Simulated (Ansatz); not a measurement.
The system is Sb.

```xyz
2
Lattice="2.1542 1.2437 3.7580 -2.1542 1.2437 3.7580 0.0000 -2.4875 3.7580" Properties=species:S:1:pos:R:3 pbc="T T T"
Sb    0.0000    0.0000    8.6416
Sb    0.0000    0.0000    2.6324
```

```yaml
Program: Ansatz 0.2.0
Task: relaxation of cell and atoms
Functional: revPBE
Dispersion: D3(BJ)
Potentials_or_basis: Ansatz PAW
Cutoff: "420 eV (not typed: the program's choice for these potentials)"
k_mesh: 8 × 8 × 8
Occupations: fermi-dirac, width 0.05 eV
Spin: no spin polarisation
```

At the start: volume 30.21 Å³/atom.

Problem. How do energy, volume and symmetry change on relaxing?

Solution. It ends after 6 steps and the volume is 28.88 Å³/atom (-4.4 %); space group R-3m (No. 166, to 0.05 Å).

Step by step:
| step | energy change (eV) | largest force (eV/Å) | volume (Å³) |
| --- | --- | --- | --- |
| 1 | 0.0000 | 0.1779 | 60.41 |
| 2 | -0.0194 | 0.0343 | 57.65 |
| 3 | -0.0221 | 0.0316 | 57.85 |
| 4 | -0.0223 | 0.0246 | 57.64 |
| 5 | -0.0226 | 0.0012 | 57.76 |
| 6 | -0.0220 | 0.0011 | 57.76 |

Final structure:
```cif
data_structure
_symmetry_space_group_name_H-M 'P 1'
_symmetry_Int_Tables_number 1
_cell_length_a 4.3859
_cell_length_b 4.3859
_cell_length_c 4.3859
_cell_angle_alpha 58.608
_cell_angle_beta 58.608
_cell_angle_gamma 58.608
_cell_volume 57.76
loop_
_atom_site_label
_atom_site_type_symbol
_atom_site_fract_x
_atom_site_fract_y
_atom_site_fract_z
_atom_site_occupancy
Sb1 Sb 0.76241 0.76241 0.76241 1
Sb2 Sb 0.23759 0.23759 0.23759 1
```

Caveat: the plane-wave basis is chosen anew once the cell has moved, so the energies of steps on either side of that aren't comparable; pairwise dispersion overbinds metals, which lowers pressure and volume; the PAW data sets come from PBE, with cores solved anew for the run's functional, which leaves a small shift of forces and pressure.
